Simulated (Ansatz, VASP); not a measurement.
# TaAs in VASP and in Ansatz

```
CELL_PARAMETERS angstrom
3.42118 0.00000 0.00000
-1.71059 2.96283 0.00000
0.00000 0.00000 3.47384
ATOMIC_POSITIONS crystal
Ta 0.33333 0.66667 0.50000
As 0.00000 0.00000 0.00000
```

Alike in both runs: functional PBE; k mesh 6 × 6 × 6; occupations gaussian, width 0.1 eV; no spin polarisation.

Ansatz relaxed the structure, and its values are those at the end. VASP's run is a single point on that final structure, the one shown.

```csv
,VASP,Ansatz
version,VASP 6.6.1,Ansatz 0.2.0
potentials or method,"VASP PAW PBE potentials, release 64 (Ta_pv, As)","scalar-relativistic, plane waves, PAW"
plane-wave cutoff (eV),520,420
valence electrons in the cell,16,28
```

```tsv
	VASP	Ansatz	Ansatz less VASP
gap on the k mesh at the Fermi level (eV)	none	none	-
pressure (GPa)	0.5	0.0	-0.44
```

A gap of «none» marks a metal or a gap that the smearing closes. The functional is the same, so the differences come from potentials, cutoffs and numerics. The two sets of potentials don't hold the same shells in valence.

The runs have no spin-orbit coupling, so splittings on Ta are missing.
